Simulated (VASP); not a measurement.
# Y (P6_3/mmc) in VASP: notebook

The runs below take Y through relaxation of cell and atoms, with PBEsol.

Everything below comes from runs of VASP 6.6.1. Logs are shortened: lines on timing, memory, paths and dates and some standing lists are left out, and cuts for length are marked.

### Step 1. Starting point

It takes space group P6_3/mmc (No. 194, hexagonal). The conventional cell has a = 3.647 Å, b = 3.647 Å, c = 5.731 Å, α = 90.00°, β = 90.00°, γ = 120.00°. Around Y (site symmetry -6m2) lie 12 Y at 3.56 to 3.65 Å.

### Step 2. Relaxation of cell and atoms, PBEsol

File INCAR:

```
ALGO = Normal
EDIFF = 1E-6
EDIFFG = -0.01
ENCUT = 600
GGA = PS
IBRION = 2
ISIF = 3
ISMEAR = 1
LASPH = True
LCHARG = False
LREAL = False
LWAVE = False
NELM = 80
NSW = 90
PREC = Accurate
SIGMA = 0.1
```

File KPOINTS:

```
k-points
0
Gamma
  12 12 7
```

File POSCAR:

```
Y
1.0
    3.6474000000      0.0000000000      0.0000000000
   -1.8237000000      3.1587410600      0.0000000000
    0.0000000000      0.0000000000      5.7306000000
Y
2
Direct
    0.3333333300      0.6666666700      0.2500000000
    0.6666666700      0.3333333300      0.7500000000
```

Potentials or basis: VASP PAW PBE potentials, release 64 (Y_sv).

The run is started by

```
cat potpaw_PBE.64/Y_sv/POTCAR > POTCAR
mpirun -np 1 vasp_std > vasp.out
```

OUTCAR:

```text
EDIFF = 1E-6
   EDIFFG = -0.01
   ENCUT = 600
   GGA = PS
   IBRION = 2
   ISIF = 3
   ISMEAR = 1
   LASPH = True
   LREAL = False
   NELM = 80
   NSW = 90
   PREC = Accurate

 ion  position               nearest neighbor table
   1  0.333  0.667  0.250-   2 3.56   2 3.56   2 3.56   2 3.56   2 3.56   2 3.56
   2  0.667  0.333  0.750-   1 3.56   1 3.56   1 3.56   1 3.56   1 3.56   1 3.56

  LATTYP: Found a hexagonal cell.
 ALAT       =     3.6474000000
 C/A-ratio  =     1.5711465702

  Lattice vectors:

 A1 = (   3.6474000000,   0.0000000000,   0.0000000000)
 A2 = (  -1.8237000000,   3.1587410600,   0.0000000000)
 A3 = (   0.0000000000,   0.0000000000,   5.7306000000)

Analysis of symmetry for initial positions (statically):
=====================================================================
 Subroutine PRICEL returns:
 Original cell was already a primitive cell.

 Routine SETGRP: Setting up the symmetry group for a
 hexagonal supercell.

 Subroutine GETGRP returns: Found 24 space group operations
 (whereof 12 operations were pure point group operations)
 out of a pool of 24 trial point group operations.

The static configuration has the point symmetry D_3d.
 The point group associated with its full space group is D_6h.

Analysis of symmetry for dynamics (positions and initial velocities):
=====================================================================
 Subroutine PRICEL returns:
 Original cell was already a primitive cell.

 Routine SETGRP: Setting up the symmetry group for a
 hexagonal supercell.

 Subroutine GETGRP returns: Found 24 space group operations
 (whereof 12 operations were pure point group operations)
 out of a pool of 24 trial point group operations.

The dynamic configuration has the point symmetry D_3d.
 The point group associated with its full space group is D_6h.

 Subroutine INISYM returns: Found 24 space group operations
 (whereof 12 operations are pure point group operations),
 and found     1 'primitive' translations

----------------------------------------------------------------------------------------

                                     Primitive cell

  volume of cell :      66.0233

  direct lattice vectors                    reciprocal lattice vectors
     3.647400000  0.000000000  0.000000000     0.274167900  0.158290911  0.000000000
    -1.823700000  3.158741060  0.000000000     0.000000000  0.316581822  0.000000000
     0.000000000  0.000000000  5.730600000     0.000000000  0.000000000  0.174501797

  length of vectors
     3.647400000  3.647400002  5.730600000     0.316581822  0.316581822  0.174501797

  position of ions in fractional coordinates (direct lattice)
     0.333333330  0.666666670  0.250000000
     0.666666670  0.333333330  0.750000000

  ion indices of the primitive-cell ions
   primitive index   ion index
                 1           1
                 2           2

----------------------------------------------------------------------------------------

 KPOINTS: k-points

Automatic generation of k-mesh.
 Grid dimensions read from file:
 generate k-points for:   12   12    7

 Generating k-lattice:

  Cartesian coordinates                     Fractional coordinates (reciprocal lattice)
     0.022847325  0.013190909  0.000000000     0.083333333  0.000000000  0.000000000
     0.000000000  0.026381818  0.000000000     0.000000000  0.083333333  0.000000000
     0.000000000  0.000000000  0.024928828     0.000000000  0.000000000  0.142857143

  Length of vectors
     0.026381819  0.026381818  0.024928828

  Shift w.r.t. Gamma in fractional coordinates (k-lattice)
     0.000000000  0.000000000  0.000000000

 Subroutine IBZKPT returns following result:
 ===========================================

 Found     76 irreducible k-points:

 Following reciprocal coordinates:
            Coordinates               Weight
  0.000000  0.000000  0.000000      1.000000
  0.083333 -0.000000  0.000000      6.000000
  0.166667 -0.000000  0.000000      6.000000
  0.250000  0.000000  0.000000      6.000000
  0.333333  0.000000  0.000000      6.000000
  0.416667 -0.000000  0.000000      6.000000
[... 16 lines left out ...]
  0.250000  0.000000  0.142857     12.000000
  0.333333  0.000000  0.142857     12.000000
 [... further k-points ...]
   k-points           NKPTS =     76   k-points in BZ     NKDIM =     76   number of bands    NBANDS=     15
   number of dos      NEDOS =    301   number of ions     NIONS =      2
   total plane-waves  NPLWV =  43200
   dimension x,y,z NGX =    30 NGY =   30 NGZ =   48
   dimension x,y,z NGXF=    60 NGYF=   60 NGZF=   96
   ions per type =               2
   NGX,Y,Z   is equivalent  to a cutoff of  13.67, 13.67, 13.92 a.u.
   NGXF,Y,Z  is equivalent  to a cutoff of  27.35, 27.35, 27.85 a.u.
 SYSTEM =  unknown system
   PREC   = accura    normal or accurate (medium, high low for compatibility)
   ISTART =      0    job   : 0-new  1-cont  2-samecut
   ICHARG =      2    charge: 1-file 2-atom 10-const
   ISPIN  =      1    spin polarized calculation?
   LNONCOLLINEAR =      F non collinear calculations
   LSORBIT =      F    spin-orbit coupling
   LASPH  =      T    aspherical Exc in radial PAW
   ENCUT  =  600.0 eV  44.10 Ry    6.64 a.u.   7.28  7.28 11.45*2*pi/ulx,y,z
   NELM   =     80;   NELMIN=  2; NELMDL= -5     # of ELM steps
   EDIFF  = 0.1E-05   stopping-criterion for ELM
   LREAL  =      F    real-space projection
   EDIFFG = -.1E-01   stopping-criterion for IOM
   NSW    =     90    number of steps for IOM
   IBRION =      2    ionic relax: 0-MD 1-quasi-New 2-CG
   NFREE  =      1    steps in history (QN), initial steepest desc. (CG)
   ISIF   =      3    stress and relaxation
   ISYM   =      2    0-nonsym 1-usesym 2-fastsym
   POTIM  = 0.5000    time-step for ionic-motion
   TEBEG  =    0.0;   TEEND  =   0.0 temperature during run
   PSTRESS=    0.0 pullay stress
   NELECT =      22.0000    total number of electrons
   NUPDOWN=      -1.0000    fix difference up-down
   EMIN   =  10.00;   EMAX   =-10.00  energy-range for DOS
   EFERMI =   0.00;   METHOD = LEGACY
   ISMEAR =     1;   SIGMA  =   0.10  broadening in eV -4-tet -1-fermi 0-gaus
   EFERMI_NEDOS =   21; number of points for ismear=-14 and -15
   IALGO  =     38    algorithm
   IMIX   =      4    mixing-type and parameters
     AMIX     =   0.40;   BMIX     =  1.00
     AMIX_MAG =   1.60;   BMIX_MAG =  1.00
  volume/ion in A,a.u.               =      33.01       222.77
  Fermi-wavevector in a.u.,A,eV,Ry     =   1.134967  2.144777 17.526345  1.288150
  Thomas-Fermi vector in A             =   2.271671
   LORBIT       =      0    0 simple, 1 ext, 2 COOP (PROOUT), +10 PAW based schemes
   GGA     = PS    functional components
   LHFCALC =     F    Hartree Fock is set to
   AEXX    =    0.0000 exact exchange contribution
   IVDW    =     0    specifies the selected vdW correction
   LEPSILON=     F    determine dielectric tensor
   LRPA    =     F    only Hartree local field effects (RPA)
 conjugate gradient relaxation of ions
 non-spin polarized calculation
 Methfessel and Paxton  Order N= 1 SIGMA  =   0.10
  energy-cutoff  :      600.00
  volume of cell :       66.02
 maximum number of plane-waves:      2237
 NGX is ok and might be reduce to    30
   NGX = 15   NGY = 15   NGZ = 23

--------------------------------------- Ionic step        1  -------------------------------------------

 number of electron      22.0000002 magnetization

 Free energy of the ion-electron system (eV)
  ---------------------------------------------------
  ext. energy  EPLUGINS =         0.00000000
  ---------------------------------------------------
  free energy    TOTEN  =       -13.60945741 eV

  energy without entropy =      -13.60733583  energy(sigma->0) =      -13.60875022

------------------------ aborting loop because EDIFF is reached ----------------------------------------

  FORCE on cell =-STRESS in cart. coord.  units (eV):
  Direction    XX          YY          ZZ          XY          YZ          ZX
  --------------------------------------------------------------------------------------
  -------------------------------------------------------------------------------------
  Total       -0.7857134     -0.7857134     -1.0581905     -0.0000000      0.0000000     -0.0000000
  in kB      -19.0667746    -19.0667747    -25.6789308     -0.0000000      0.0000000     -0.0000000
  external PRESSURE =     -21.2708267 kB  Pullay stress =       0.0000000 kB
[... 201 lines left out ...]
  energy  without entropy=      -13.6307972056  energy(sigma->0) =      -13.63291601

--------------------------------------- Ionic step        7  -------------------------------------------

 number of electron      21.9999999 magnetization

 Free energy of the ion-electron system (eV)
  ---------------------------------------------------
  ext. energy  EPLUGINS =         0.00000000
  ---------------------------------------------------
  free energy    TOTEN  =       -13.63402477 eV

  energy without entropy =      -13.63100767  energy(sigma->0) =      -13.63301907

 E-fermi :   3.1177     XC(G=0):  -9.7243

 val. band max:        3.1171307569   @ k =   0.1667   0.0833   0.1429
 cond. band min:       3.1229948177   @ k =   0.3333   0.1667   0.4286
 fundamental gap:      0.0058640608
 Fermi energy:         3.1176834973

 k-point     1 :       0.0000    0.0000    0.0000
  band No.  band energies     occupation
      1     -39.3636      2.00000
      2     -39.2694      2.00000
      3     -19.7296      2.00000
      4     -19.1684      2.00000
      5     -19.1684      2.00000
      6     -19.0592      2.00000
      7     -19.0592      2.00000
      8     -19.0115      2.00000
      9      -1.6571      2.00000
     10       1.1830      2.00000
     11       4.2305     -0.00000
     12       4.8843     -0.00000
     13       4.8843     -0.00000
     14       5.2782      0.00000
     15       5.5439      0.00000
[... 397 lines left out ...]
 k-point    24 :       0.3333    0.0000    0.1429
  band No.  band energies     occupation
      1     -39.3092      2.00000
      2     -39.2604      2.00000
      3     -19.5787      2.00000
      4     -19.4431      2.00000
      5     -19.3929      2.00000
      6     -19.2649      2.00000
      7     -19.1190      2.00000
      8     -19.1137      2.00000
      9       0.4445      2.00000
     10       2.1663      2.00000
     11       2.6053      2.00000
     12       3.2915     -0.03385
     13       4.5374     -0.00000
     14       4.9126     -0.00000
     15       4.9569     -0.00000

 [... further k-points ...]

------------------------ aborting loop because EDIFF is reached ----------------------------------------

  FORCE on cell =-STRESS in cart. coord.  units (eV):
  Direction    XX          YY          ZZ          XY          YZ          ZX
  --------------------------------------------------------------------------------------
  -------------------------------------------------------------------------------------
  Total       -0.0097498     -0.0097498     -0.0015052      0.0000000     -0.0000000      0.0000000
  in kB       -0.2495715     -0.2495715     -0.0385306      0.0000000     -0.0000000      0.0000000
  external PRESSURE =      -0.1792246 kB  Pullay stress =       0.0000000 kB
[... 17 lines left out ...]
  FREE ENERGIE OF THE ION-ELECTRON SYSTEM (eV)
  ---------------------------------------------------
  free  energy   TOTEN  =       -13.6340247728 eV

  energy  without entropy=      -13.6310076702  energy(sigma->0) =      -13.63301907

 reached required accuracy - stopping structural energy minimisation
```

Wall time 3 min (1 thread of Intel Xeon 6975P-C (Granite Rapids), shared host); peak memory 0.27 GiB.

What came out:

| Item | Value |
| --- | --- |
| Free energy | -13.6340 eV |
| Relaxed volume | 31.30 Å³/atom |
| Relaxed cell | a = 3.594 Å, b = 3.594 Å, c = 5.594 Å, α = 90.00°, β = 90.00°, γ = 120.00° |
| Space group after relaxing (to 0.05 Å) | P6_3/mmc (No. 194) |
| Energy gained by relaxing | 12.3 meV/atom |
| Ionic steps | 7 |
| Pressure after relaxing | 0.0 GPa |
| Band gap on the k mesh | none (metal or under the smearing width) |

Step by step:
```csv
step,energy change (eV),largest force (eV/Å),pressure (GPa),volume (Å³)
1,0.0000,0.0000,-2.13,66.02
2,-0.0237,0.0000,0.38,61.92
3,-0.0245,0.0000,0.04,62.49
4,-0.0245,0.0000,-0.02,62.56
5,-0.0245,0.0000,-0.01,62.57
6,-0.0245,0.0000,-0.03,62.61
7,-0.0246,0.0000,-0.02,62.59
```

Final structure:
```yaml
crystal:
  lattice:
    - [3.59440, 0.00000, 0.00000]
    - [-1.79720, 3.11284, 0.00000]
    - [0.00000, 0.00000, 5.59405]
  atoms:
    - { symbol: Y, position: [0.33333, 0.66667, 0.25000] }
    - { symbol: Y, position: [0.66667, 0.33333, 0.75000] }
```

Levels at points of the mesh, in eV from the Fermi level:
```
           k point  band 9  band 10  band 11  band 12  band 13  band 14
(0.00, 0.00, 0.00)   -4.77    -1.93     1.11     1.77     1.77     2.16
(0.50, 0.00, 0.00)   -1.71    -1.28    -0.88    -0.04     1.45     1.51
```

Caveat: the PAW data sets were made with another functional, which shifts forces and pressure a little.

### Step 3. Relaxation of cell and atoms, PBEsol

This run uses another cell than the first one, of 31.30 Å³/atom, 0.948 times its volume.

Changes to INCAR since step 2:

```diff
@@ -1,4 +1,4 @@
 ALGO = Normal
-EDIFF = 1E-6
-EDIFFG = -0.01
+EDIFF = 1E-7
+EDIFFG = -0.005
 ENCUT = 600
```

KPOINTS is that of step 2.

File POSCAR:

```
Y                                       
1.0
    3.5944000951      0.0000000000     -0.0000000000
   -1.7972000475      3.1128417958      0.0000000000
    0.0000000000     -0.0000000000      5.5940541816
  Y             
     2
Direct
     0.3333333300000021    0.6666666699999979    0.2500000000000000
     0.6666666699999979    0.3333333300000021    0.7500000000000000
```

Potentials or basis: VASP PAW PBE potentials, release 64 (Y_sv).

The run is started by

```
cat potpaw_PBE.64/Y_sv/POTCAR > POTCAR
mpirun -np 1 vasp_std > vasp.out
```

Wall time 92 s (1 thread of Intel Xeon 6975P-C (Granite Rapids), shared host); peak memory 0.26 GiB.

It converged, with:

- Free energy: -13.6338 eV
- Relaxed volume: 31.28 Å³/atom
- Relaxed cell: a = 3.594 Å, b = 3.594 Å, c = 5.594 Å, α = 90.00°, β = 90.00°, γ = 120.00°
- Space group after relaxing (to 0.05 Å): P6_3/mmc (No. 194)
- Energy gained by relaxing: 0.0 meV/atom
- Ionic steps: 3
- Pressure after relaxing: 0.0 GPa
- Band gap on the k mesh: none (metal or under the smearing width)

Final structure:
```cif
data_structure
_symmetry_space_group_name_H-M 'P 1'
_symmetry_Int_Tables_number 1
_cell_length_a 3.5936
_cell_length_b 3.5936
_cell_length_c 5.5939
_cell_angle_alpha 90.000
_cell_angle_beta 90.000
_cell_angle_gamma 120.000
_cell_volume 62.56
loop_
_atom_site_label
_atom_site_type_symbol
_atom_site_fract_x
_atom_site_fract_y
_atom_site_fract_z
_atom_site_occupancy
Y1 Y 0.33333 0.66667 0.25000 1
Y2 Y 0.66667 0.33333 0.75000 1
```

Levels at points of the mesh, in eV from the Fermi level:
```
           k point  band 9  band 10  band 11  band 12  band 13  band 14
(0.00, 0.00, 0.00)   -4.78    -1.94     1.11     1.77     1.77     2.16
(0.50, 0.00, 0.00)   -1.71    -1.28    -0.88    -0.04     1.45     1.51
```

Caveat: the PAW data sets were made with another functional, which shifts forces and pressure a little.
